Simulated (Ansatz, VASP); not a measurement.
# Two plane-wave programs on Ru

The input INCAR:

```
SYSTEM = Ru
PREC = Accurate ; ENCUT = 520
EDIFF = 1E-7 ; ISMEAR = -1
SIGMA = 0.05 ; LREAL = .FALSE.
LASPH = .TRUE. ; NELM = 80
ALGO = Normal ; ISIF = 2
LWAVE = .FALSE. ; LCHARG = .FALSE.
GGA = PE ; NBANDS = 13
```

KPOINTS

```
Automatic mesh
0
G
  12 12 12
  0 0 0
```

POSCAR

```
Ru
1.0
    0.0000000000      1.9276824888      1.9276824888
    1.9276824888      0.0000000000      1.9276824888
    1.9276824888      1.9276824888      0.0000000000
Ru
1
Direct
    0.0000000000      0.0000000000      0.0000000000
```

File input.yaml:

```yaml
crystal:
  lattice:
    - [0.0, 1.9276824888, 1.9276824888]
    - [1.9276824888, 0.0, 1.9276824888]
    - [1.9276824888, 1.9276824888, 0.0]
  atoms:
    - { symbol: Ru, position: [0.0, 0.0, 0.0] }
hamiltonian:
  xc: pbe
  pseudopotentials: { kind: paw }
kpoints:
  mp_grid: { grid: [12, 12, 12] }
scf:
  occupations: { method: fermi_dirac, width: 0.05 }
output:
  forces: true
  stress: true
  eigenvalues: true
  write_density: true
  write_potential: true
  elf: true
  volumetric_format: npy
```

This isn't the form of Ru at room conditions, which is hcp.

Alike in both runs: task single point; functional PBE; k mesh 12 × 12 × 12; occupations fermi-dirac, width 0.05 eV; no spin polarisation.

|  | VASP | Ansatz |
| --- | --- | --- |
| version | VASP 6.6.1 | Ansatz 0.2.0 |
| potentials or method | VASP PAW PBE potentials, release 64 (Ru_pv) | Ansatz PAW |
| plane-wave cutoff (eV) | 520 | 420 |
| valence electrons in the cell | 14 | 16 |

|  | VASP | Ansatz | Ansatz less VASP |
| --- | --- | --- | --- |
| gap on the k mesh at the Fermi level (eV) | none | none | - |
| pressure (GPa) | -10.2 | -10.0 | +0.11 |

A gap of «none» marks a metal or a gap that the smearing closes. The two sets of potentials don't hold the same shells in valence.
